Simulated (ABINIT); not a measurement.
An input for ABINIT 10.8.3 (AlAs (F-43m)):

```
acell 3*1.0 Angstrom
rprim 
  0.000000000000 2.830400000000 2.830400000000
  2.830400000000 0.000000000000 2.830400000000
  2.830400000000 2.830400000000 -0.000000000000
ntypat 2
znucl 13 33
natom 2
typat 1 2
xred 
  0.000000000000 0.000000000000 0.000000000000
  0.250000000000 0.250000000000 0.250000000000
pp_dirpath "pseudos"
pseudos "Al.upf, As.upf"
ecut 44
ngkpt 4 4 4
nshiftk 1
shiftk 0 0 0
kptopt 1
chksymbreak 0
istwfk *1
occopt 1
irdwfk 1
optdriver 4
nband 131
gwcalctyp 10
ecutsigx 44
symsigma 1
nkptgw 8
kptgw 
  0.0000000000 0.0000000000 0.0000000000
  0.2500000000 0.0000000000 0.0000000000
  0.5000000000 0.0000000000 0.0000000000
  0.2500000000 0.2500000000 0.0000000000
  0.5000000000 0.2500000000 0.0000000000
  -0.2500000000 0.2500000000 0.0000000000
  0.5000000000 0.5000000000 0.0000000000
  -0.2500000000 0.5000000000 0.2500000000
bdgw 
  11 17
  11 17
  11 17
  11 17
  11 17
  11 17
  11 17
  11 17
ecuteps 6
irdscr 1
ppmodel 1
irdqps 1
indata_prefix "in"
outdata_prefix "out"
tmpdata_prefix "tmp"
```

```sh
OMP_NUM_THREADS=1 mpirun -n 4 abinit run.abi > log
```

Question: Estimate wall time and host memory on 4 MPI ranks of Arm Neoverse V1, shared host.

It took 73 s; on shared hardware allow 37 s to 2.4 min. Peak host memory was 1.1 GiB.

[Paths, hosts, dates, memory and timing lines, banners, echoed tables and standing remarks are left out of the program output.]

[Logs are printed without paths, hosts, clocks, repeated set-up lines and the standing remarks that a program may print on its own settings, such as how far it seeks lower states.]

[Runs of the session that timed out or met a known fault of the program may be left out.]

[Hosts, paths, dates, database ids (printed as entryN), source tags and the programs' standing remarks are cut or masked in the printed files.]

[G0W0 gaps are taken among the corrected bands and points alone; a level outside them can change the order at an edge.]

[Where Ansatz stands beside ABINIT at settings called matched, ABINIT's density can come from a denser mesh and the files from another edition; pairs whose starting gaps differed by over 0.03 eV were left out, so agreement reads better than it is.]
